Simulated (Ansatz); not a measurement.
A run of Ansatz 0.2.0 is set up as follows.

Contents of input.yaml:

```yaml
crystal:
  lattice:
    - [0.0, 2.2239077028, 2.2239077028]
    - [2.2239077028, 0.0, 2.2239077028]
    - [2.2239077028, 2.2239077028, 0.0]
  atoms:
    - { symbol: Mn, position: [0.0, 0.0, 0.0], spin: 4.0 }
    - { symbol: O, position: [0.5, 0.5, 0.5] }
hamiltonian:
  xc: pbe
  pseudopotentials: { kind: paw }
magnetization:
  spin_polarized: true
kpoints:
  mp_grid: { grid: [10, 10, 10] }
scf:
  occupations: { method: gaussian, width: 0.024 }
output:
  forces: true
  stress: true
  eigenvalues: true
```

Potentials or basis: Ansatz PAW.

Command:

```sh
$ ansatz run input.yaml --threads 2 --pin off --max-ram 5632MiB --backend cpu --events-out ev --progress --plain --runs-dir out
```

(1) Predict the site moments.

(2) Predict the pressure.

Answers

(1) Mn +4.07; O +0.24 μB.

(2) 0.2 GPa.

Caveat: the pressure holds a Pulay correction of +0.6 GPa for the finite cutoff; a cell with one magnetic atom can't hold antiferromagnetic order, which such compounds often take; semilocal functionals often make such compounds metallic where correlation or magnetic order opens a gap, which also shifts bond lengths.
